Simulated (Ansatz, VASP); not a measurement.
## C: VASP beside Ansatz

File INCAR:

```
SYSTEM = C
PREC = Accurate
ENCUT = 520
EDIFF = 1E-6
ISMEAR = 0
SIGMA = 0.1
LREAL = .FALSE.
LASPH = .TRUE.
NELM = 150
ALGO = Normal
ISIF = 2
LWAVE = .FALSE.
LCHARG = .FALSE.
ISPIN = 2
MAGMOM = 1 1 1
LORBIT = 11
GGA = PE
NBANDS = 17
```

File KPOINTS:

```
Automatic mesh
0
G
  6 6 6
  0 0 0
```

File POSCAR:

```
C
1.0
    2.6103571100      0.0000000000      0.0000000000
    0.0000000000      2.6103571100      0.0000000000
    0.0000000000      0.0000000000      2.6103571100
C
3
Direct
    0.5000000000      0.0000000000      0.0000000000
    0.0000000000      0.5000000000      0.0000000000
    0.0000000000      0.0000000000      0.5000000000
```

Input for Ansatz:

```yaml
crystal:
  lattice:
    - [2.61035711, 0.0, 0.0]
    - [0.0, 2.61035711, 0.0]
    - [0.0, 0.0, 2.61035711]
  atoms:
    - { symbol: C, position: [0.5, 0.0, 0.0], spin: 1.0 }
    - { symbol: C, position: [0.0, 0.5, 0.0], spin: 1.0 }
    - { symbol: C, position: [0.0, 0.0, 0.5], spin: 1.0 }
basis:
  ecutwfc: 420
kpoints:
  mp_grid: { grid: [6, 6, 6] }
hamiltonian:
  xc: pbe
scf:
  occupations: { method: gaussian, width: 0.1 }
  lower_state_search: "off"
output:
  forces: true
  stress: true
  eigenvalues: true
  populations: true
magnetization:
  spin_polarized: true
```

Alike in both runs: task single point; functional PBE; k mesh 6 × 6 × 6; occupations gaussian, width 0.1 eV; collinear spin.

|  | VASP | Ansatz |
| --- | --- | --- |
| version | VASP 6.6.1 | Ansatz 0.2.0 |
| potentials or method | VASP PAW PBE potentials, release 64 (C) | scalar-relativistic, plane waves, PAW |
| plane-wave cutoff (eV) | 520 | 420 |
| valence electrons in the cell | 12 | 12 |

```tsv
	VASP	Ansatz	Ansatz less VASP
gap on the k mesh at the Fermi level (eV)	none	none	-
pressure (GPa)	8.4	8.7	+0.25
net moment per atom (μB)	0.00	0.00	0.000
```

A gap of «none» marks a metal or a gap that the smearing closes. Ansatz warned: «seeded_moment_not_kept».

Caveats: the k mesh is coarse (spacing up to 0.40 Å⁻¹), so the values aren't converged.
